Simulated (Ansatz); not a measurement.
# A strain series on KBr (rocksalt): epitaxial in the plane normal to [111]

KBr in the rocksalt structure, relaxed with r2SCAN in Ansatz, then strained (epitaxial in the plane normal to [111]; changes of length per length, axes as in the cell below) with the atoms relaxed again within the symmetry that is left. The symmetry is Fm-3m (No. 225, cubic); a = 6.604 Å in the conventional setting, 36.01 Å³ an atom. K has 6 Br at 3.30 Å; Br has 6 K at 3.30 Å. Calculated for a static, non-magnetic cell.

```
CELL_PARAMETERS angstrom
0.00000 3.30225 3.30225
3.30225 0.00000 3.30225
3.30225 3.30225 0.00000
ATOMIC_POSITIONS crystal
K 0.00000 0.00000 0.00000
Br 0.50000 0.50000 0.50000
```

Gaps are the least over each mesh (PBE 6×6×6, r2SCAN 6×6×6, HSE06 4×4×4 when unstrained) and the special points, which keep their unstrained names; stress is the change from the unstrained cell, compression positive.

```tsv
strain (%)	free normal strain (%)	gap, PBE (eV)	gap, r2SCAN (eV)	gap, HSE06 (eV)	edges, HSE06	in-plane stress, r2SCAN (GPa)	energy rise, r2SCAN (meV/atom)
-2.29	+2.56	4.436	5.079	5.606	Γ	+0.51	2.9
-1.87	+2.12	4.436	5.079	5.605	Γ	+0.40	1.9
-0.5	+0.68	4.429	5.071	5.596	Γ	+0.08	0.2
0.0	0.00	4.430	5.071	5.596	Γ	0.00	0.0
```

Question: Estimate the row for a strain of +3.62 %.

Answer:
```tsv
strain (%)	free normal strain (%)	gap, PBE (eV)	gap, r2SCAN (eV)	gap, HSE06 (eV)	edges, HSE06	in-plane stress, r2SCAN (GPa)	energy rise, r2SCAN (meV/atom)
+3.62	-3.93	4.226	4.860	5.381	Γ	-0.75	5.8
```

Between zero and the nearest strains the slope of the HSE06 gap against strain is 0.000 eV per percent for negative and -0.060 for positive strain.

The runs are scalar-relativistic, without spin-orbit coupling.

The meshes of the hybrids are coarse, so their gaps aren't converged to the digits shown.
